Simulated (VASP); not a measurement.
# MoS2 (R3m) in VASP: a series of runs, part 2 of 2

VASP 6.6.1. Earlier steps stand in the parts before.

### Step 3. Single point, PBEsol+U, collinear spin, typed start

Contents of INCAR:

```
SYSTEM = MoS2
  PREC = Accurate
  ENCUT = 520
  EDIFF = 1E-6
  ISMEAR = 0
  SIGMA = 0.05
  LREAL = .FALSE.
  LASPH = .TRUE.
  NELM = 150
  ALGO = Normal
  ISIF = 2
  LWAVE = .FALSE.
  LCHARG = .TRUE.
  ISPIN = 2
  MAGMOM = 1 0 0
  LORBIT = 11
  NUPDOWN = 1.0
  LMAXMIX = 4
  LDAU = .TRUE.
  LDAUTYPE = 2
  LDAUL = 2 -1
  LDAUU = 3 0
  LDAUJ = 0 0
  LDAUPRINT = 1
  GGA = PS
  LELF = .TRUE.
  LVHAR = .TRUE.
  NBANDS = 24
```

Contents of KPOINTS:

```
regular mesh
0
G
  7 7 7
  0 0 0
```

Contents of POSCAR:

```
MoS2
1.0
    1.5814998900      0.9130793900      6.1233282100
   -1.5814998900      0.9130793900      6.1233282100
    0.0000000000     -1.8261587800      6.1233282100
Mo S
1 2
Direct
    0.0000000000      0.0000000000      0.0000000000
    0.7484000000      0.7484000000      0.7484000000
    0.5849000000      0.5849000000      0.5849000000
```

Potentials or basis: VASP PAW PBE potentials, release 64 (Mo_sv, S).

On the command line:

```
cat potpaw_PBE.64/Mo_sv/POTCAR potpaw_PBE.64/S/POTCAR > POTCAR
mpirun -np 1 vasp_std > vasp.out
```

OUTCAR:

```text
SYSTEM = MoS2
   PREC = Accurate
   ENCUT = 520
   EDIFF = 1E-6
   ISMEAR = 0
   LREAL = .FALSE.
   LASPH = .TRUE.
   NELM = 150
   ISIF = 2
   ISPIN = 2
   LORBIT = 11
   NUPDOWN = 1.0
   GGA = PS

 ion  position               nearest neighbor table
   1  0.000  0.000  0.000-   2 2.36   2 2.36   2 2.36   3 2.36   3 2.36   3 2.36
   2  0.748  0.748  0.748-   1 2.36   1 2.36   1 2.36
   3  0.585  0.585  0.585-   1 2.36   1 2.36   1 2.36

  LATTYP: Found a trigonal (rhomboedric) cell.
 ALAT       =     6.3898360106
 COS(alpha) =     0.8774851015

  Lattice vectors:

 A1 = (   1.5814998900,   0.9130793900,   6.1233282100)
 A2 = (  -1.5814998900,   0.9130793900,   6.1233282100)
 A3 = (   0.0000000000,  -1.8261587800,   6.1233282100)

Analysis of symmetry for initial positions (statically):
=====================================================================
 Subroutine PRICEL returns:
 Original cell was already a primitive cell.

 Routine SETGRP: Setting up the symmetry group for a
 trigonal (rhombohedral) supercell.

 Subroutine GETGRP returns: Found  6 space group operations
 (whereof  6 operations were pure point group operations)
 out of a pool of 12 trial point group operations.

The static configuration has the point symmetry C_3v.

Analysis of symmetry for dynamics (positions and initial velocities):
=====================================================================
 Subroutine PRICEL returns:
 Original cell was already a primitive cell.

 Routine SETGRP: Setting up the symmetry group for a
 trigonal (rhombohedral) supercell.

 Subroutine GETGRP returns: Found  6 space group operations
 (whereof  6 operations were pure point group operations)
 out of a pool of 12 trial point group operations.

The dynamic configuration has the point symmetry C_3v.

Analysis of structural, dynamic, and magnetic symmetry:
=====================================================================
 Subroutine PRICEL returns:
 Original cell was already a primitive cell.

 Routine SETGRP: Setting up the symmetry group for a
 trigonal (rhombohedral) supercell.

 Subroutine GETGRP returns: Found  6 space group operations
 (whereof  6 operations were pure point group operations)
 out of a pool of 12 trial point group operations.

The overall configuration has the point symmetry C_3v.

 Subroutine INISYM returns: Found  6 space group operations
 (whereof  6 operations are pure point group operations),
 and found     1 'primitive' translations

----------------------------------------------------------------------------------------

                                     Primitive cell

  volume of cell :      53.0538

  direct lattice vectors                    reciprocal lattice vectors
     1.581499890  0.913079390  6.123328210     0.316155571  0.182532503  0.054436627
[... 120 lines left out ...]
   IVDW    =     0    specifies the selected vdW correction
   LEPSILON=     F    determine dielectric tensor
   LRPA    =     F    only Hartree local field effects (RPA)
 spin polarized calculation
 Gauss-broadening in eV      SIGMA  =   0.05
  energy-cutoff  :      520.00
  volume of cell :       53.05
 maximum number of plane-waves:      1438
   NGX = 23   NGY = 23   NGZ = 23

atom =   1  type =  1  l = 2

 onsite density matrix

spin component  1

  0.4825  0.0000 -0.0000  0.0005 -0.0000
  0.0000  0.4061  0.0000  0.0000  0.0005
 -0.0000  0.0000  0.6790 -0.0000  0.0000
  0.0005  0.0000 -0.0000  0.4061  0.0000
 -0.0000  0.0005  0.0000  0.0000  0.4825

spin component  2

  0.3029 -0.0000  0.0000  0.0001 -0.0000
 -0.0000  0.3769  0.0000 -0.0000  0.0001
  0.0000  0.0000  0.2360 -0.0000  0.0000
  0.0001 -0.0000 -0.0000  0.3769 -0.0000
 -0.0000  0.0001  0.0000 -0.0000  0.3029

 occupancies and eigenvectors

  o =  0.2360  v =  0.0000  0.0000  0.0000  0.0000  0.0000 -0.0000  0.0000  1.0000  0.0000 -0.0000      0.0000  0.0000  0.0000  0.0000  0.0000  0.0000  0.0000  0.0000  0.0000  0.0000
  o =  0.3029  v =  0.0000  0.0000  0.0000  0.0000  0.0000  1.0000 -0.0000  0.0000 -0.0008  0.0043      0.0000  0.0000  0.0000  0.0000  0.0000  0.0000  0.0000  0.0000  0.0000  0.0000
  o =  0.3029  v =  0.0000  0.0000  0.0000  0.0000  0.0000 -0.0043 -0.0008  0.0000  0.0000  1.0000      0.0000  0.0000  0.0000  0.0000  0.0000  0.0000  0.0000  0.0000  0.0000  0.0000
  o =  0.3769  v =  0.0000  0.0000  0.0000  0.0000  0.0000 -0.0008 -0.0000  0.0000 -1.0000 -0.0000      0.0000  0.0000  0.0000  0.0000  0.0000  0.0000  0.0000  0.0000  0.0000  0.0000
  o =  0.3769  v =  0.0000  0.0000  0.0000  0.0000  0.0000  0.0000 -1.0000 -0.0000  0.0000 -0.0008      0.0000  0.0000  0.0000  0.0000  0.0000  0.0000  0.0000  0.0000  0.0000  0.0000
  o =  0.4061  v = -0.0064 -0.0000 -0.0000  1.0000  0.0000  0.0000  0.0000  0.0000  0.0000  0.0000      0.0000  0.0000  0.0000  0.0000  0.0000  0.0000  0.0000  0.0000  0.0000  0.0000
  o =  0.4061  v = -0.0000  1.0000  0.0000  0.0000 -0.0064  0.0000  0.0000  0.0000  0.0000  0.0000      0.0000  0.0000  0.0000  0.0000  0.0000  0.0000  0.0000  0.0000  0.0000  0.0000
  o =  0.4825  v = -1.0000 -0.0000  0.0000 -0.0064 -0.0000  0.0000  0.0000  0.0000  0.0000  0.0000      0.0000  0.0000  0.0000  0.0000  0.0000  0.0000  0.0000  0.0000  0.0000  0.0000
  o =  0.4825  v =  0.0000 -0.0064  0.0000  0.0000 -1.0000  0.0000  0.0000  0.0000  0.0000  0.0000      0.0000  0.0000  0.0000  0.0000  0.0000  0.0000  0.0000  0.0000  0.0000  0.0000
  o =  0.6790  v = -0.0000  0.0000  1.0000  0.0000  0.0000  0.0000  0.0000  0.0000  0.0000  0.0000      0.0000  0.0000  0.0000  0.0000  0.0000  0.0000  0.0000  0.0000  0.0000  0.0000

 number of electron      26.0000001 magnetization       1.0000000

 Free energy of the ion-electron system (eV)
  ---------------------------------------------------
  ext. energy  EPLUGINS =         0.00000000
  ---------------------------------------------------
  free energy    TOTEN  =       -18.88653085 eV

  energy without entropy =      -18.88411154  energy(sigma->0) =      -18.88532119

 E-fermi :   6.8180     XC(G=0): -10.9814

 val. band max:        8.7379214741   @ k =  -0.4286  -0.4286   0.1429
 cond. band min:       6.8594721807   @ k =  -0.4286   0.1429   0.0000
 fundamental gap:     -1.8784492934
 Fermi energy:         8.7384949374

 spin component 1

 k-point     1 :       0.0000    0.0000    0.0000
  band No.  band energies     occupation
      1     -54.1887      1.00000
      2     -28.4040      1.00000
      3     -28.2261      1.00000
      4     -28.2261      1.00000
      5      -7.6436      1.00000
      6      -5.7523      1.00000
[... 1289 lines left out ...]
     23      18.9538      0.00000
     24      19.7568      0.00000

 [... further k-points ...]

------------------------ aborting loop because EDIFF is reached ----------------------------------------

  FORCE on cell =-STRESS in cart. coord.  units (eV):
  Direction    XX          YY          ZZ          XY          YZ          ZX
  --------------------------------------------------------------------------------------
  -------------------------------------------------------------------------------------
  Total        3.5680837      3.5680837      3.8140885      0.0000000     -0.0000000      0.0000000
  in kB      107.7529383    107.7529389    115.1820627      0.0000000     -0.0000000      0.0000000
  external PRESSURE =     110.2293133 kB  Pullay stress =       0.0000000 kB

 VOLUME and BASIS-vectors are now :
 -----------------------------------------------------------------------------
  energy-cutoff  :      520.00
  volume of cell :       53.05
      direct lattice vectors                 reciprocal lattice vectors
     1.581499890  0.913079390  6.123328210     0.316155571  0.182532503  0.054436627
    -1.581499890  0.913079390  6.123328210    -0.316155571  0.182532503  0.054436627
     0.000000000 -1.826158780  6.123328210     0.000000000 -0.365065006  0.054436627

 POSITION                                       TOTAL-FORCE (eV/Angst)
 -----------------------------------------------------------------------------------
      0.00000      0.00000      0.00000         0.000000     -0.000000      0.019173
      0.00000      0.00000     13.74810         0.000000      0.000000      1.337122
      0.00000      0.00000     10.74460         0.000000     -0.000000     -1.356295
 -----------------------------------------------------------------------------------
    total drift:                                0.000000     -0.000000     -0.000035

  FREE ENERGIE OF THE ION-ELECTRON SYSTEM (eV)
  ---------------------------------------------------
  free  energy   TOTEN  =       -18.8865308475 eV

  energy  without entropy=      -18.8841115400  energy(sigma->0) =      -18.88532119

 total charge

# of ion       s       p       d       tot
------------------------------------------
    1        2.317   6.246   3.994  12.556
    2        1.357   2.356   0.000   3.712
    3        1.357   2.356   0.000   3.713
--------------------------------------------------
tot          5.030  10.957   3.994  19.981

 magnetization (x)

# of ion       s       p       d       tot
------------------------------------------
    1        0.015   0.008   0.855   0.878
    2        0.003   0.002   0.000   0.005
    3        0.003   0.002   0.000   0.004
--------------------------------------------------
tot          0.020   0.011   0.855   0.887
```

Wall time 4.2 min (1 thread of AMD EPYC 9R45 (Zen 5), shared host); peak memory 0.39 GiB.

Results:

| Property | Result |
| --- | --- |
| Free energy | -18.8865 eV |
| Pressure | 11.0 GPa |
| Largest force | 1.356 eV/Å |
| Net moment | 1.00 μB per cell |
| Site moments | Mo +0.88; S +0.01, +0.00 μB |
| Valence electrons inside the program's atomic spheres | Mo 12.56; S 3.71 |

Forces in eV/Å, atoms in the order of the input:
```
Mo   0.000  0.000  0.019
S    0.000  0.000  1.337
S    0.000  0.000 -1.356
```

Eigenvalues of the final occupation matrices:
| site | spin | trace | eigenvalues |
| --- | --- | --- | --- |
| site 1 d | 1 | 2.46 | 0.41 0.41 0.48 0.48 0.68 |
| site 1 d | 2 | 1.60 | 0.24 0.30 0.30 0.38 0.38 |

Caveat: the PAW data sets were made with another functional, which shifts forces and pressure a little; the total moment is fixed, so each spin has its own Fermi level. The state reached can hang on the start; a lower one may exist.
